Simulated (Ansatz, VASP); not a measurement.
# One calculation of Os, 3 ways

```
Os
1.0
     2.73410    0.00000    0.00000
    -1.36705    2.36780    0.00000
     0.00000    0.00000    4.31970
Os
2
Direct
  0.66667 0.33333 0.75000
  0.33333 0.66667 0.25000
```

Alike in all runs: task single point; functional PBE; k mesh 11 × 11 × 6; occupations gaussian, width 0.011 eV; no spin polarisation; no spin-orbit coupling. Pressure is positive in compression and, in plane waves, holds the error of the finite cutoff, which Ansatz's Pulay term estimates and takes out.

| program and potentials | plane-wave cutoff (eV) | notes | pressure (GPa) |
| --- | --- | --- | --- |
| Ansatz, Ansatz PAW | 420 | 16 valence electrons an atom on average; Pulay term of +0.09 GPa included | 8.76 |
| Ansatz, all-electron LAPW, scalar-relativistic | - | - | 8.74 |
| VASP, PBE PAW files Os, 520 eV | 520 | 8 valence electrons an atom on average | 8.79 |

The pressure spans 8.74 (Ansatz, all-electron LAPW, scalar-relativistic) to 8.79 GPa (VASP, PBE PAW files Os, 520 eV), with all-electron results at 8.74.

Differences between rows come from potentials, basis sets and numerical settings, since the functional is the same but for its coding. Runs on potential files found faulty are left out.
